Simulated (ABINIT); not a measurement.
The system is Ir.

```
Ir
1.0
     0.00000    1.91560    1.91560
     1.91560    0.00000    1.91560
     1.91560    1.91560    0.00000
Ir
1
Direct
  0.00000 0.00000 0.00000
```

Program: ABINIT 10.8.3 (patched build). Alike in all runs: cell as given; smearing fermi-dirac 0.05 eV.

**Question.** Order these runs on this cell by their pressure, lowest first.
A. level RPBE; potentials or basis JTH PAW PBE v2.0; spin off; k mesh 12 × 12 × 12; cutoff (eV) 435; fine-grid cutoff 870.764 eV
B. level HCTH407; potentials or basis JTH PAW PBE v2.0; spin SOC, no magnetisation; k mesh 12 × 12 × 12; cutoff (eV) 435; fine-grid cutoff 870.764 eV
C. level r2SCAN; potentials or basis JTH PAW PBE v2.0; spin off; k mesh 10 × 10 × 10; cutoff (eV) 517; fine-grid cutoff 1034.03 eV
D. level WC; potentials or basis JTH PAW PBE v2.0; spin off; k mesh 12 × 12 × 12; cutoff (eV) 435; fine-grid cutoff 870.764 eV
E. level LDA-PZ; potentials or basis JTH PAW LDA v2.0; spin off; k mesh 12 × 12 × 12; cutoff (eV) 463; fine-grid cutoff 925.187 eV

**Answer.** E (-6.9 GPa), B (-1.9 GPa), D (3.1 GPa), C (5.6 GPa), A (15.0 GPa).

Caveats: the PAW data sets were made with another functional, which shifts forces and pressure a little (some runs).

Runs at the PBE level aren't shown here.
